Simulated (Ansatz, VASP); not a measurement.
ScAl3 in VASP and in Ansatz

INCAR

```
SYSTEM = ScAl3
  PREC = Accurate
  ENCUT = 520
  EDIFF = 1E-7
  ISMEAR = -1
  SIGMA = 0.05
  LREAL = .False.
  LASPH = .True.
  NELM = 100
  ALGO = Normal
  ISIF = 2
  LWAVE = .False.
  LCHARG = .False.
  GGA = PS
  NBANDS = 18
```

File KPOINTS:

```
Automatic mesh
0
Gamma
  7 7 7
  0 0 0
```

POSCAR

```
ScAl3
1.0
    4.1415996674      0.0000000000      0.0000000000
    0.0000000000      4.1415996674      0.0000000000
    0.0000000000      0.0000000000      4.1415996674
Sc Al
1 3
Direct
    0.0000000000      0.0000000000      0.0000000000
    0.5000000000      0.5000000000      0.0000000000
    0.0000000000      0.5000000000      0.5000000000
    0.5000000000      0.0000000000      0.5000000000
```

Contents of input.yaml:

```yaml
crystal:
  lattice:
    - [4.1415996674, 0.0, 0.0]
    - [0.0, 4.1415996674, 0.0]
    - [0.0, 0.0, 4.1415996674]
  atoms:
    - { symbol: Sc, position: [0.0, 0.0, 0.0] }
    - { symbol: Al, position: [0.5, 0.5, 0.0] }
    - { symbol: Al, position: [0.0, 0.5, 0.5] }
    - { symbol: Al, position: [0.5, 0.0, 0.5] }
kpoints:
  mp_grid: { grid: [7, 7, 7] }
scf:
  occupations: { method: fermi_dirac, width: 0.05 }
hamiltonian:
  xc: pbesol
  pseudopotentials: { kind: all_electron, lapw: { basis_error: 0.001 } }
output:
  forces: true
  stress: true
  eigenvalues: true
```

Change from the starting cell: volume scaled by 1.04.

Alike in both runs: task single point; functional PBEsol; k mesh 7 × 7 × 7; occupations fermi-dirac, width 0.05 eV; no spin polarisation.

```csv
,VASP,Ansatz
version,VASP 6.6.1,Ansatz 0.2.0
potentials or method,"VASP PAW PBE potentials, release 64 (Sc_sv, Al)","all-electron LAPW, scalar-relativistic"
plane-wave cutoff (eV),520,see its input
```

VASP gave:

| Property | Result |
| --- | --- |
| gap on the k mesh at the Fermi level (eV) | none |
| pressure (GPa) | -4.2 |

Q: Which values does Ansatz return?

A: gap on the k mesh at the Fermi level (eV): none; pressure (GPa): -4.3.

A gap of «none» marks a metal or a gap that the smearing closes. Ansatz ran all-electron here, so the differences hold the error of VASP's frozen core and of both bases.

Caveats: the PAW data sets were made with another functional, which shifts forces and pressure a little (VASP).
